## A crystal pulled two ways: the pressure of PbSe

Does a PbSe crystal, held at about its room-temperature size, want to grow or to shrink? An electronic-structure calculation answers with a pressure. A positive value means that the atoms push outwards and the method wants a larger cell; a negative value means that it wants a smaller one. For one and the same cell, the answers below run from about −2.5 to +2.4 GPa.

Static-lattice Kohn-Sham DFT for non-magnetic PbSe (Fm-3m, 2-atom cell, 28.67 Å³/atom) at one fixed geometry, without dispersion correction. The basis column gives the plane-wave cutoff. Pressure is positive in compression, and the Ansatz value excludes the Pulay correction of the stress.

| method | rung | program | potentials | basis | spin orbit | k mesh | smearing | pressure (GPa) |
| --- | --- | --- | --- | --- | --- | --- | --- | --- |
| LDA | LDA | ABINIT | PseudoDojo NC SR LDA v0.4.1 standard | 1061 eV | no | 6x6x6 2-atom cell | Fermi-Dirac 0.05eV | -2.460 |
| LDA | LDA | ABINIT | JTH PAW LDA v2.0 sp | 272 eV | no | 6x6x6 2-atom cell | Fermi-Dirac 0.05eV | -2.150 |
| AM05 | GGA | ABINIT | PseudoDojo NC SR PBEsol v0.4.1 standard | 1170 eV | no | 6x6x6 2-atom cell | Fermi-Dirac 0.05eV | -0.040 |
| PBE | GGA | VASP | VASP PAW PBE potentials, minimal | 500 eV | no | 8x8x8 2-atom cell | gaussian 0.02eV | 2.170 |
| PBE | GGA | VASP | VASP PAW PBE potentials, recommended | 520 eV | no | 8x8x8 2-atom cell | Fermi-Dirac 0.05eV | 2.400 |
| PBE | GGA | ABINIT | PseudoDojo NC SR PBE v0.4.1 standard | 1170 eV | no | 6x6x6 2-atom cell | Fermi-Dirac 0.05eV | 2.370 |
| PBEsol | GGA | VASP | VASP PAW PBE potentials, materialsproject | 520 eV | no | 8x8x8 2-atom cell | gaussian 0.02eV | -0.500 |
| PBEsol | GGA | ABINIT | PseudoDojo NC SR PBEsol v0.4.1 standard | 1061 eV | no | 6x6x6 2-atom cell | Fermi-Dirac 0.05eV | -0.800 |
| SCAN | meta-GGA | GPAW | GPAW PAW data sets (gpaw data 1.2.1) | 600 eV | no | 8x8x8 2-atom cell | Fermi-Dirac 0.05eV | 0.850 |
| HSE06 | hybrid | Ansatz | Ansatz PAW | 420 eV | yes | 4x4x4 2-atom cell | Fermi-Dirac 0.05eV | 0.660 |
| PBE0 | hybrid | VASP | VASP PAW PBE potentials, recommended | 520 eV | yes | 4x4x4 2-atom cell | Fermi-Dirac 0.05eV | 1.020 |
| PBE0 | hybrid | VASP | VASP PAW PBE potentials, recommended | 520 eV | no | 4x4x4 2-atom cell | gaussian 0.05eV | 1.130 |

Three sizes are worth remembering. Changing the density functional, the approximate recipe for exchange and correlation among the electrons, can shift the pressure by several GPa. The heat motion of the atoms, which these calculations leave out, is worth about 1 GPa. Changing the program or the potentials at a fixed functional shifts it by up to 0.3 GPa. PbSe has a bulk modulus of roughly 50 GPa, so that 1 GPa corresponds to about 2% in volume.

### Telling a failure from scatter

The three ABINIT rows with PseudoDojo potentials for LDA, PBEsol and PBE make the clearest comparison, since they share k mesh and smearing. Their pressures are −2.46, −0.80 and +2.37 GPa. The smaller of the two steps is about five times the largest disagreement between runs with the same functional. The order also survives a change of program or potentials: every LDA run lies below both PBEsol runs, and these lie below every PBE run.

Finer distinctions do not survive this test. SCAN lies only 0.19 GPa above HSE06, less than the two LDA runs differ from each other, and only HSE06 includes spin-orbit coupling. Potentials and cutoffs change together between such runs, so the source of the scatter is not isolated. One suspect is the choice of core: the JTH LDA run and the minimal VASP PBE run freeze the 5d electrons of lead, while the two PBE runs that treat them as valence agree to 0.03 GPa. That cannot be the whole story, since both PBEsol runs also treat them as valence and still differ by 0.3 GPa. Several rows also borrow their potentials from another functional: AM05 uses those made for PBEsol, and PBEsol and PBE0 in VASP use those made for PBE. A pressure difference of 0.2 or 0.3 GPa in this table is therefore no basis for preferring one functional to another.

### Why LDA pulls and PBE pushes

LDA treats each small region of the crystal as if it were part of a uniform electron gas. Real electron density varies, most strongly in the thin regions between atoms and in the outer parts of the atoms. There LDA gives too little energy lowering from exchange. When the crystal expands, these regions become thinner and, relative to the local density, less uniform. On the usual account, LDA thus penalises expansion too much, and the crystal pulls inwards.

PBE adds a correction that depends on the density gradient and lowers the energy of non-uniform regions. Pressure is minus the change of energy with volume, P = −dE/dV. A correction that lowers the energy more as the volume grows must therefore add a positive pressure. Strictly, this holds for the gradient term in exchange; the one in correlation is expected to act the other way and cancel part of it. These runs do not separate the two, and the table gives only their net size: 2.37 + 2.46 = 4.83 GPa from LDA to PBE.

The gradient dependence of PBE is strong enough to give good energies for atoms, where the density varies steeply. In a solid, much of the density that matters for bonding varies more gently, and there the same correction is too strong. PBEsol uses a weaker gradient dependence for such regions. Its pressure lies between those of LDA and PBE, as expected, about a third of the way up. AM05 warns against reading this from exchange alone: its exchange depends still more weakly on the gradient, yet its pressure is 0.76 GPa above that of PBEsol, presumably because its correlation cancels less. The same reasoning leads one to expect larger cells from PBE than from LDA in other solids too.

### The right answer is not zero

It is tempting to call the functional with the pressure nearest zero the best. By that measure AM05 would win with −0.04 GPa, and LDA and PBE would be equally wrong in opposite directions. But the calculation holds the atoms still, whereas the cell has nearly the size of a crystal at room temperature. In that crystal the vibrating atoms push outwards, and the static pressure must pull inwards by the same amount.

The size of this push follows from a short estimate. Lead and selenium are heavy and their vibrations are slow, so at 300 K each atom carries a vibrational energy close to the classical value 3kT, where k is Boltzmann's constant and T the temperature. This is about 0.078 eV. The vibrations soften as the crystal expands, and the Grüneisen parameter γ measures how fast; a rough recalled value for PbSe is 2. The thermal pressure is then

P(thermal) = γ × 3kT / V ≈ 2 × 0.078 eV / 28.67 Å³ ≈ 0.0054 eV/Å³ ≈ 0.9 GPa,

where V is the volume per atom. A correct static calculation should therefore give about −0.9 GPa. An error of a quarter in γ would move this target by about 0.2 GPa, and a cell slightly off the true room-temperature size would move it too.

Measured from this target, the two failures are no longer equal. In the ABINIT rows LDA is too low by about 1.6 GPa, while PBE is too high by about 3.2 GPa, roughly twice as much. Put differently, LDA needed an upward correction of 1.6 GPa, and the gradient terms of PBE supply three times that. Both PBEsol runs come within 0.4 GPa of the target, which is as close as the scatter and the estimate allow one to judge. AM05, seemingly perfect, lies about 0.8 GPa too high. The printed output gives the same comparison for every row.

Spin-orbit coupling, which is strong in lead, is left out of all these LDA and GGA runs. The two PBE0 runs, one with it and one without, differ by only 0.11 GPa. They also differ in smearing and in the treatment of the long-range (q = 0) term of the exact exchange, so this is a hint rather than a measurement of the effect. It also comes from a functional with a gap of about 1.4 eV without spin-orbit coupling; the LDA and GGA gaps are only 0.2 to 0.3 eV, which spin-orbit coupling is expected to close or invert, so the effect there may differ. It cannot, however, account for the spread among the LDA and GGA rows, which all omit it.

### A higher rung is not a better pressure

Functionals can be ranked on a ladder, from LDA through GGA and meta-GGA to hybrids. The pressure does not follow it. The GGA rows alone span 3.2 GPa, and the SCAN, HSE06 and PBE0 results lie inside that span. They are 1.5 to 2.0 GPa above the estimated target, a miss about as large as that of LDA but of opposite sign.

PBE0 shows how this can happen. It replaces a quarter of the PBE exchange by exact exchange and keeps the rest, together with the PBE correlation. With the same VASP potentials and no spin-orbit coupling, its pressure is 1.27 GPa below that of PBE, an improvement that still leaves it well above the target. All the hybrid runs, HSE06 included, use a coarser k mesh than the other rows; its share in this drop and in their misses is untested. The HSE06 value carries a further doubt: its gap is only about 0.1 eV, so the 0.05 eV smearing partly fills the conduction band edge, and its entropy term of 0.0072 eV is about five times that of the LDA runs. These artificial carriers are expected to shift the pressure by an amount that was not measured. The GGA rows show that, for the size of this crystal, the form of the gradient correction can matter more than the rung on which a functional stands.

Printed output of the fit:

```
Step LDA to PBEsol, ABINIT PseudoDojo [GPa]: 1.66
Step PBEsol to PBE, ABINIT PseudoDojo [GPa]: 3.17
Scatter within LDA, PBEsol, PBE [GPa]: 0.31, 0.3, 0.23
Smaller step over largest scatter [ratio]: 5.355
Span of the GGA rows and of all rows [GPa]: 3.2, 4.86
Meta-GGA and hybrid rows inside the GGA span [count]: 4
PBE, VASP recommended less ABINIT [GPa]: 0.03
AM05 less PBEsol, both ABINIT [GPa]: 0.76
PBE0 less PBE, VASP recommended, no spin-orbit [GPa]: -1.27
PBE0 with less without spin-orbit, other settings differ too [GPa]: -0.11
SCAN less HSE06 [GPa]: 0.19
Mean pressure of LDA, PBEsol, PBE [GPa]: -2.305, -0.65, 2.313
Estimated thermal pressure at 300 K [GPa]: 0.8668
Pressure and miss from the estimated static target:
     row  pressure_GPa  miss_GPa
     LDA         -2.46    -1.593
     LDA         -2.15    -1.283
    AM05         -0.04    0.8268
     PBE          2.17     3.037
     PBE           2.4     3.267
     PBE          2.37     3.237
  PBEsol          -0.5    0.3668
  PBEsol          -0.8   0.06682
    SCAN          0.85     1.717
   HSE06          0.66     1.527
    PBE0          1.02     1.887
    PBE0          1.13     1.997
```
